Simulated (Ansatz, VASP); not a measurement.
Given: the input of a run of VASP 6.6.1 on Pd.

INCAR

```
ALGO = Normal ; EDIFF = 1E-7
ENCUT = 520 ; GGA = PE
ISIF = 2 ; ISMEAR = -1
LASPH = True ; LCHARG = False
LREAL = False ; LWAVE = False
NBANDS = 11 ; NELM = 60
PREC = Accurate ; SIGMA = 0.05
```

KPOINTS

```
k-points
0
Gamma
  12 12 12
```

Contents of POSCAR:

```
Pd
1.0
    0.0000000000      1.9067643606      1.9067643606
    1.9067643606      0.0000000000      1.9067643606
    1.9067643606      1.9067643606      0.0000000000
Pd
1
Direct
    0.0000000000      0.0000000000      0.0000000000
```

Potentials or basis: VASP PAW PBE potentials, release 64 (Pd).

Launch:

```console
$ cat potpaw_PBE.64/Pd/POTCAR > POTCAR
$ mpirun -np 1 vasp_std > vasp.out
```

Q: Set up the same calculation for Ansatz 0.2.0. Potentials there: Ansatz PAW.

A: As run (the cutoff follows the program's own potentials):

File input.yaml:

```yaml
crystal:
  lattice:
    - [0.0, 1.9067643606, 1.9067643606]
    - [1.9067643606, 0.0, 1.9067643606]
    - [1.9067643606, 1.9067643606, 0.0]
  atoms:
    - { symbol: Pd, position: [0.0, 0.0, 0.0] }
hamiltonian:
  xc: pbe
  pseudopotentials: { kind: paw }
kpoints:
  mp_grid: { grid: [12, 12, 12] }
scf:
  occupations: { method: fermi_dirac, width: 0.05 }
output:
  forces: true
  stress: true
  eigenvalues: true
```

Potentials or basis: Ansatz PAW.

Command:

```sh
$ ansatz run input.yaml --threads 1 --pin off --max-ram 3584MiB --backend cpu --events-out ev --progress --plain --runs-dir out
```

Both were run:

|  | VASP | Ansatz | Ansatz less VASP |
| --- | --- | --- | --- |
| gap on the k mesh at the Fermi level (eV) | none | none | - |
| pressure (GPa) | 21.4 | 21.8 | +0.46 |

A gap of «none» marks a metal or a gap that the smearing closes. The functional is the same, so the differences come from potentials, cutoffs and numerics. The two sets of potentials don't hold the same shells in valence.
